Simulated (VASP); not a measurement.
BaF₂ (fluorite), PBE single-point calculation: VASP's output and Ansatz's

POSCAR

```
Ba F
 1.0000000000000000
    -0.0000000000000000    3.0971637717855955    3.0971637717855955
     3.0971637717855955    0.0000000000000000    3.0971637717855955
     3.0971637717855955    3.0971637717855955   -0.0000000000000000
 Ba  F
   1   2
Cartesian
  0.0000000000000000 -0.0000000000000000  0.0000000000000000
  1.5485818858927978  1.5485818858927978  1.5485818858927978
  4.6457456576783942  4.6457456576783942  4.6457456576783942
```

VASP ran with the recommended PBE PAW datasets (24 valence electrons in the cell).

From OUTCAR

```
k-points           NKPTS =     29   k-points in BZ     NKDIM =     29   number of bands    NBANDS=     19

   NELECT =      24.0000    total number of electrons

   dimension x,y,z NGX =    36 NGY =   36 NGZ =   36
   dimension x,y,z NGXF=    72 NGYF=   72 NGZF=   72

  energy-cutoff  :      520.00
  volume of cell :       59.42
      direct lattice vectors                 reciprocal lattice vectors
     0.000000000  3.097163772  3.097163772    -0.161438024  0.161438024  0.161438024
     3.097163772  0.000000000  3.097163772     0.161438024 -0.161438024  0.161438024
     3.097163772  3.097163772  0.000000000     0.161438024  0.161438024 -0.161438024

 k-points in reciprocal lattice and weights: KPOINTS created by Atomic Simulation Env
   0.00000000  0.00000000  0.00000000       0.002
   0.12500000  0.00000000  0.00000000       0.016
   0.25000000  0.00000000  0.00000000       0.016
   0.37500000  0.00000000  0.00000000       0.016
   0.50000000  0.00000000  0.00000000       0.008
   0.12500000  0.12500000  0.00000000       0.012
   0.25000000  0.12500000  0.00000000       0.047
   0.37500000  0.12500000  0.00000000       0.047
   ...

 E-fermi :  -1.6041

 k-point     1 :       0.0000    0.0000    0.0000
  band No.  band energies     occupation
      1     -25.1528      2.00000
      2     -20.9969      2.00000
      3     -20.9440      2.00000
      4      -9.9850      2.00000
      5      -9.9850      2.00000
      6      -9.9850      2.00000
      7      -3.5628      2.00000
      8      -3.5628      2.00000
      9      -3.5628      2.00000
     10      -2.1380      2.00000
     11      -2.1379      2.00000
     12      -2.1379      2.00000
     13       4.7149      0.00000
     14       7.1300      0.00000
     15       7.1300      0.00000
     16       9.3487      0.00000
     17       9.3487      0.00000
     18       9.3487      0.00000
     19      13.4029      0.00000

 k-point     2 :       0.1250    0.0000    0.0000
  band No.  band energies     occupation
      1     -25.1230      2.00000
      2     -21.0114      2.00000
      3     -20.9810      2.00000
      4     -10.0135      2.00000
      5     -10.0095      2.00000
      6     -10.0095      2.00000
      7      -3.4960      2.00000
      8      -3.4960      2.00000
      9      -3.3975      2.00000
     10      -2.2485      2.00000
     11      -2.1600      2.00000
     12      -2.1600      2.00000
     13       5.0682      0.00000
     14       7.1206      0.00000
     15       7.1206      0.00000
     16       9.1604      0.00000
     17       9.3624      0.00000
     18       9.3624      0.00000
     19      12.7335      0.00000

 k-point     3 :       0.2500    0.0000    0.0000
  band No.  band energies     occupation
      1     -25.0485      2.00000
      2     -21.0911      2.00000
      3     -21.0314      2.00000
      4     -10.0752      2.00000
      5     -10.0671      2.00000
      6     -10.0671      2.00000
      7      -3.3425      2.00000
      8      -3.3425      2.00000
      9      -2.9968      2.00000
     10      -2.4746      2.00000
     11      -2.2030      2.00000
     12      -2.2030      2.00000
     13       5.8796      0.00000
     14       7.1113      0.00000
     15       7.1113      0.00000
     16       8.7419      0.00000
     17       9.4119      0.00000
     18       9.4119      0.00000
     19      11.7201      0.00000

 k-point     4 :       0.3750    0.0000    0.0000
  band No.  band energies     occupation
      1     -24.9700      2.00000
      2     -21.1957      2.00000
      3     -21.0616      2.00000
      4     -10.1281      2.00000
      5     -10.1226      2.00000
      6     -10.1226      2.00000
      7      -3.2055      2.00000
      8      -3.2055      2.00000
      9      -2.6720      2.00000
     10      -2.5744      2.00000
     11      -2.2256      2.00000
     12      -2.2256      2.00000
     13       6.6400      0.00000
     14       7.1183      0.00000
     15       7.1183      0.00000
     16       8.1960      0.00000
     17       9.4920      0.00000
     18       9.4920      0.00000
     19      11.5143      0.00000

 k-point     5 :       0.5000    0.0000    0.0000
  band No.  band energies     occupation
      1     -24.9361      2.00000
      2     -21.2405      2.00000
      3     -21.0729      2.00000
      4     -10.1477      2.00000
      5     -10.1450      2.00000
      6     -10.1450      2.00000
      7      -3.1558      2.00000
      8      -3.1558      2.00000
      9      -2.7282      2.00000
     10      -2.4119      2.00000
     11      -2.2266      2.00000
     12      -2.2266      2.00000
     13       7.0575      0.00000
     14       7.1255      0.00000
     15       7.1255      0.00000
     16       7.7389      0.00000
     17       9.5377      0.00000
     18       9.5377      0.00000
     19      11.8662      0.00000

 ...

  Total        0.9418528      0.9418528      0.9418528      0.0000000      0.0000000      0.0000000
  in kB       25.3963373     25.3963373     25.3963373      0.0000000      0.0000000      0.0000000
  external PRESSURE =      25.3963373 kB  Pullay stress =       0.0000000 kB

 POSITION                                       TOTAL-FORCE (eV/Angst)
 -----------------------------------------------------------------------------------
      0.00000      0.00000      0.00000         0.000000      0.000000      0.000000
      1.54858      1.54858      1.54858        -0.000000     -0.000000     -0.000000
      4.64575      4.64575      4.64575         0.000000      0.000000      0.000000
 -----------------------------------------------------------------------------------
    total drift:                                0.000000      0.000000      0.000000

  FREE ENERGIE OF THE ION-ELECTRON SYSTEM (eV)
  ---------------------------------------------------
  free  energy   TOTEN  =       -17.1059760605 eV

  energy  without entropy=      -17.1059760605  energy(sigma->0) =      -17.10597606
```

Each program uses its own PAW datasets. VASP's cell holds 24 valence electrons and Ansatz's 24. Ansatz's stress includes a Pulay correction; VASP's doesn't.

**Question.** What does Ansatz give for the same cell and level of theory?

**Answer.** gap between bands v and c 6.84 eV; least direct gap 6.94 eV; pressure 1.4 GPa.

Ansatz printed

```
SCF 1 converged in 7 iterations: F = -7572.402903 eV  dr2 = 2.12e-8
  greatest PAW one-centre occupation: 0.955 electrons in one spin orbital (limit 2), on the Ba atom at site 0 (counted from 0), in its partial waves of l = 0
NSCF: frozen V_eff on 7 k-points
SCF converged after 7 iterations
Free energy (F): -7572.402903 eV
Harris-Foulkes:  -7572.402903 eV  (|F-HF|=1.89e-8)
Internal energy: -7572.402903 eV  (E = F + TS)
E sigma→0 (E₀):  -7572.402903 eV
Fermi energy:    6.612442 eV
--- Per-component energies (eV) ---
  E_band       = -100.957024
  E_kinetic    = 583.910021
  E_local      = -1548.110380  (includes V_loc(G=0)·N_el)
  E_nonlocal   = 203.547688
  E_hartree    = 585.294452
  E_xc         = -330.153745
  E_vxc        = -343.276134  (∫ρ·V_xc dr)
  E_paw        = -5626.613127  (= ΣΔE_a)
  E_vpaw       = -167.615296  (= ΣTr[D̂ρ^β])
  E_aug_tail   = 0.004139  (compensation charges beyond the density's cutoff)
  E_ewald      = -1440.281951
  E_smearing   = -0.000000  (= −TS)
  E_closure    = 0.000000  (closes the sum)
  Σ components = -7572.402903   (vs F -7572.402903, Δ=0.00e0)
--- Forces (eV/Å), atoms counted from 1 ---
  atom   1  Ba    -0.00000000     0.00000000     0.00000000
  atom   2  F      0.00000000     0.00000000    -0.00000000
  atom   3  F      0.00000000    -0.00000000    -0.00000000
  max |Σ_I F_I| component: 9.25e-18 eV/Å
--- Stress (GPa, compression-positive) ---
        1.439317       0.000000       0.000000
       -0.000000       1.439317       0.000000
       -0.000000      -0.000000       1.439317
  P = ⅓ Tr σ = 1.4393 GPa (14.393 kbar)
--- Band table (eV; the first three rows and the last of 29) ---
  k-point 0: bands = ["-19.8152", "-15.7811", "-15.7101", "-4.6467", "-4.6467", "-4.6467", "1.6705", "1.6705", "1.6705", "3.0573", "3.0573", "3.0573", "9.9977", "12.4362", "12.4362", "14.6358"]
  k-point 1: bands = ["-19.7848", "-15.7959", "-15.7485", "-4.6762", "-4.6717", "-4.6717", "1.7364", "1.7364", "1.8324", "2.9523", "3.0377", "3.0377", "10.3496", "12.4183", "12.4183", "14.4290"]
  k-point 2: bands = ["-19.7083", "-15.8676", "-15.8081", "-4.7402", "-4.7303", "-4.7303", "1.8874", "1.8874", "2.2232", "2.7388", "3.0002", "3.0002", "11.1529", "12.3996", "12.3996", "13.9662"]
  k-point 28: bands = ["-19.5131", "-15.9996", "-15.9996", "-5.0646", "-4.7658", "-4.7658", "1.9393", "2.5578", "2.8068", "2.8068", "2.8517", "2.9388", "10.7387", "13.0157", "13.1199", "13.1199"]
```
